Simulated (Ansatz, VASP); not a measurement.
# One calculation of HfC, two programs

INCAR

```
PREC = Accurate ; ENCUT = 520
EDIFF = 1E-7 ; ISMEAR = 0
SIGMA = 0.1 ; LREAL = F
LASPH = T ; NELM = 60
ALGO = Normal ; ISIF = 2
LWAVE = F ; LCHARG = T
GGA = PE ; LELF = T
LVHAR = T ; NBANDS = 14
```

File KPOINTS:

```
Automatic mesh
0
Gamma
  16 16 16
```

File POSCAR:

```
HfC
1.0
    0.0000000000      2.2782691805      2.2782691805
    2.2782691805      0.0000000000      2.2782691805
    2.2782691805      2.2782691805      0.0000000000
Hf C
1 1
Direct
    0.5000000000      0.5000000000      0.5000000000
    0.0000000000      0.0000000000      0.0000000000
```

Input for Ansatz:

```yaml
crystal:
  lattice:
    - [0.0, 2.2782691813, 2.2782691813]
    - [2.2782691813, 0.0, 2.2782691813]
    - [2.2782691813, 2.2782691813, 0.0]
  atoms:
    - { symbol: Hf, position: [0.5, 0.5, 0.5] }
    - { symbol: C, position: [0.0, 0.0, 0.0] }
basis:
  ecutwfc: 420
kpoints:
  mp_grid: { grid: [16, 16, 16] }
hamiltonian:
  xc: pbe
scf:
  occupations: { method: gaussian, width: 0.1 }
output:
  forces: true
  stress: true
  eigenvalues: true
```

Alike in both runs: task single point; functional PBE; k mesh 16 × 16 × 16; occupations gaussian, width 0.1 eV; no spin polarisation.

```csv
,VASP,Ansatz
version,VASP 6.6.1,Ansatz 0.2.0
potentials or method,"VASP PAW PBE potentials, release 64 (Hf_pv, C)","scalar-relativistic, plane waves, PAW"
plane-wave cutoff (eV),520,420
valence electrons in the cell,14,30
```

|  | VASP | Ansatz | Ansatz less VASP |
| --- | --- | --- | --- |
| gap on the k mesh at the Fermi level (eV) | none | none | - |
| pressure (GPa) | 15.9 | 16.3 | +0.38 |

A gap of «none» marks a metal or a gap that the smearing closes. The two sets of potentials don't hold the same shells in valence.

Caveats: so large a pressure means that the cell lies far from this level's equilibrium, or that cutoff or potentials fall short (VASP). The runs have no spin-orbit coupling, so splittings on Hf are missing.
